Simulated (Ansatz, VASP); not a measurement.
# Two plane-wave programs on Cl

```
CELL_PARAMETERS angstrom
7.82974 0.00000 0.00000
0.00000 7.82974 0.00000
0.00000 0.00000 7.82974
ATOMIC_POSITIONS crystal
Cl 0.18359 0.65937 0.71252
Cl 0.00218 0.48020 0.67242
Cl 0.30331 0.06759 0.54788
Cl 0.30599 0.09704 0.27703
Cl 0.58373 0.13896 0.94823
Cl 0.32510 0.11971 0.94548
Cl 0.81650 0.70551 0.09828
Cl 0.54606 0.69874 0.09564
Cl 0.64841 0.64840 0.55198
Cl 0.65803 0.37616 0.55556
Cl 0.18538 0.68208 0.10024
Cl 0.19775 0.68146 0.37191
Cl 0.66364 0.02452 0.54278
Cl 0.93501 0.03112 0.55429
Cl 0.89400 0.29903 0.24686
Cl 0.96275 0.29422 0.99904
```

Alike in both runs: functional LDA; k mesh 1 × 1 × 1; occupations fermi-dirac, width 0.02 eV; no spin polarisation.

Ansatz relaxed the structure, and its values are those at the end. VASP's run is a single point on that final structure, the one shown.

|  | VASP | Ansatz |
| --- | --- | --- |
| version | VASP 6.6.1 | Ansatz 0.2.0 |
| potentials or method | VASP PAW LDA potentials, release 64 (Cl) | scalar-relativistic, plane waves, PAW |
| plane-wave cutoff (eV) | 520 | 420 |
| valence electrons in the cell | 112 | 112 |

VASP gave:

- gap on the k mesh at the Fermi level (eV): 1.57
- rms of the force components (eV/Å): 0.124

Task: Which values does Ansatz return?

Result: gap on the k mesh at the Fermi level (eV): 1.54; rms of the force components (eV/Å): 0.103.

As with any semilocal functional, this LDA gap is likely too small.
